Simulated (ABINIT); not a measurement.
Crystal: SnSe2.

```
Sn Se
1.0
     3.81100    0.00000    0.00000
    -1.90550    3.30042    0.00000
     0.00000    0.00000    6.13600
Sn Se
1 2
Direct
  0.00000 0.00000 0.00000
  0.66667 0.33333 0.75100
  0.33333 0.66667 0.24900
```

Base run:

- Program: ABINIT 10.8.3 (patched build)
- Functional: LDA
- Potentials or basis: JTH PAW PBE v2.0
- Cutoff: 707 eV
- k mesh: 8 × 8 × 5
- Occupations: fermi-dirac, width 0.05 eV
- Spin: no spin polarisation

Its results: band gap on the k mesh 0.67 eV, indirect (least direct gap 0.88 eV); pressure 0.7 GPa; largest force 0.495 eV/Å.

Question: After a change of settings the same cell gave: band gap on the k mesh 0.80 eV, indirect (least direct gap 1.04 eV); pressure 9.5 GPa; largest force 1.063 eV/Å. Which change was it?
A. functional from LDA to RPBE
B. functional from LDA to BLYP
C. functional from LDA to revPBE
D. functional from LDA to PW91

Answer: B.

BLYP binds less tightly than LDA, so the same cell stands under more pressure.

Caveats: the PAW data sets were made with another functional, which shifts forces and pressure a little; spin-orbit coupling is left out, which moves the levels of the heavy elements; this functional lacks dispersion, which binds the layers, so the pressure and a relaxed spacing across them are unreliable (some runs).

Not every run made on this cell is shown here.
